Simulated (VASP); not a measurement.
A run of VASP 6.6.1:

The input INCAR:

```
PREC = Accurate ; ENCUT = 600
EDIFF = 1E-6 ; ISMEAR = 0
SIGMA = 0.02 ; LREAL = F
LASPH = T ; NELM = 100
ALGO = Normal ; ISIF = 3
LWAVE = F ; LCHARG = F
GGA = PE ; IVDW = 12
IBRION = 2 ; NSW = 100
EDIFFG = -0.002
```

File KPOINTS:

```
regular mesh
0
Gamma
  10 10 10
```

POSCAR

```
AlN
1.0
    0.0000000000      2.0345180000      2.0345180000
    2.0345180000      0.0000000000      2.0345180000
    2.0345180000      2.0345180000      0.0000000000
Al N
1 1
Direct
    0.5000000000      0.5000000000      0.5000000000
    0.0000000000      0.0000000000      0.0000000000
```

Potentials or basis: VASP PAW PBE potentials, release 64 (Al, N).

Command:

```console
$ cat potpaw_PBE.64/Al/POTCAR potpaw_PBE.64/N/POTCAR > POTCAR
$ mpirun -np 1 vasp_std > vasp.out
```

Hardware: 1 thread of Intel(R) Xeon(R) Platinum 8488C (Sapphire Rapids) (shared host).

How long does it take, and how much memory?

It took 7.1 s on 1 thread of Intel(R) Xeon(R) Platinum 8488C (Sapphire Rapids) (shared host), peak memory 0.15 GiB. Counts: scf iterations 24, k points 47, ion steps 3.
